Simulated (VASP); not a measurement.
# In, self-consistent run: which settings are enough?

In, P6_3/mmc (no. 194), 2 atoms in the cell. SCAN; PAW potentials In_d (PBE set). VASP 6.6.1.

Wanted: energy within 0.2 meV/atom; Fermi level within 0.005 eV.

What the run is for: comparing ways to start; Accuracy asked: tight.

POSCAR:
```
In
1.0
    3.3354847820      0.0000000000      0.0000000000
   -1.6677423910      2.8886145552      0.0000000000
    0.0000000000      0.0000000000      5.5091429200
In
2
Direct
    0.6666666667      0.3333333333      0.7500000000
    0.3333333333      0.6666666667      0.2500000000
```

## How the run starts (with a second run first, the time holds both)

| How the run starts (with a second run first, the time holds both) | Energy less reference (meV/atom) | Fermi level (eV) | Time (s) |
|---|---|---|---|
| from scratch: 33 SCF iterations | 0.00 | 7.2069 | 230 |
| PBE orbitals (WAVECAR): 10 + 14 SCF iterations | -0.01 | 7.2070 | 119 |
| PBE density (CHGCAR): 10 + 31 SCF iterations | 0.08 | 7.2046 | 248 |
| loose PBE orbitals: 8 + 15 SCF iterations | -0.01 | 7.2070 | 130 |

Chosen: PBE orbitals (WAVECAR): 10 + 14 SCF iterations, the fastest of those that stay within the tolerance.

## All choices together

| Input | Energy less reference (meV/atom) | Fermi level (eV) | Time (s) |
|---|---|---|---|
| chosen settings | -0.01 | 7.2070 | 119 |
| reference settings throughout | 0.00 | 7.2069 | 230 |

The tolerance is met.

## The input

INCAR.step1:
```
ISMEAR = 1 ; SIGMA = 0.1
LWAVE = True ; LCHARG = True
ISIF = 2 ; PREC = Accurate
LASPH = True ; LREAL = False
ALGO = Normal ; EDIFF = 1E-5
NELM = 120 ; GGA_COMPAT = False
ENCUT = 440 ; GGA = PE
```

INCAR.step2:
```
METAGGA = SCAN ; ISMEAR = 1
SIGMA = 0.1 ; LWAVE = False
LCHARG = False ; ISIF = 2
PREC = Accurate ; LASPH = True
LREAL = False ; ALGO = Normal
EDIFF = 1E-6 ; NELM = 120
GGA_COMPAT = False ; ENCUT = 440
LMIXTAU = True ; ISTART = 1
```

KPOINTS:
```
k-points
0
Gamma
  11 11 6
```

Commands (each step's output is kept before the next begins):
```
cat potpaw_PBE.64/In_d/POTCAR > POTCAR
cp INCAR.step1 INCAR
mpirun -np 1 vasp_std > vasp.out
cp INCAR.step2 INCAR
mpirun -np 1 vasp_std > vasp.out
```

The chosen input took VASP 6.6.1 119 s on 1 core (AMD EPYC 9R45 (Zen 5)), a shared host.
